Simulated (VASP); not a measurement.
**VASP inputs for Si (strained diamond)**

INCAR

```
ENCUT = 520
LREAL = .FALSE.
NSW = 0
IBRION = -1
PREC = Accurate
EDIFF = 1E-7
LWAVE = .FALSE.
ISIF = 2
NELM = 120
ALGO = Normal
ISMEAR = 0
LCHARG = .FALSE.
LASPH = .TRUE.
NBANDS = 11
METAGGA = R2SCAN
SIGMA = 0.01
```

KPOINTS

```
KPOINTS created by Atomic Simulation Environment
0
Gamma
8 8 8
0 0 0
```

KPOINTS_OPT

```
special points
7
Reciprocal
0.0000000000 0.0000000000 0.0000000000 1
0.5000000000 0.0000000000 0.5000000000 1
0.6250000000 0.2500000000 0.6250000000 1
0.3750000000 0.3750000000 0.7500000000 1
0.5000000000 0.5000000000 0.5000000000 1
0.5000000000 0.2500000000 0.7500000000 1
0.0000000000 0.5000000000 0.5000000000 1
```

POSCAR

```
Si
 1.0000000000000000
    -0.1232188892000000    2.7350059511999998    2.7350059511999998
     2.7350059511999998   -0.1232188892000000    2.7350059511999998
     2.7350059511999998    2.7350059511999998   -0.1232188892000000
 Si
   2
Cartesian
 -0.0131897805859840 -0.0131897805859840 -0.0131897805859840
  1.3498880338859838  1.3498880338859838  1.3498880338859840
```

VASP ran with the recommended PBE PAW datasets (8 valence electrons in the cell).

Problem. Estimate the main results of this run.

Solution. gap between bands v and c 0.47 eV; least direct gap 2.00 eV; pressure -6.6 GPa.

Band v is the last that the valence electrons fill when counted band by band, and c is the next. Levels in eV from the top of v:

| point | v−1 | v | c | c+1 |
| --- | --- | --- | --- | --- |
| Γ | -0.42 | 0.00 | 2.00 | 2.20 |
| X | -3.31 | -2.78 | 0.47 | 1.12 |
| K | -4.30 | -2.87 | 0.96 | 4.64 |
| L | -1.80 | -1.80 | 0.59 | 3.06 |
| W | -3.99 | -3.88 | 3.92 | 4.14 |
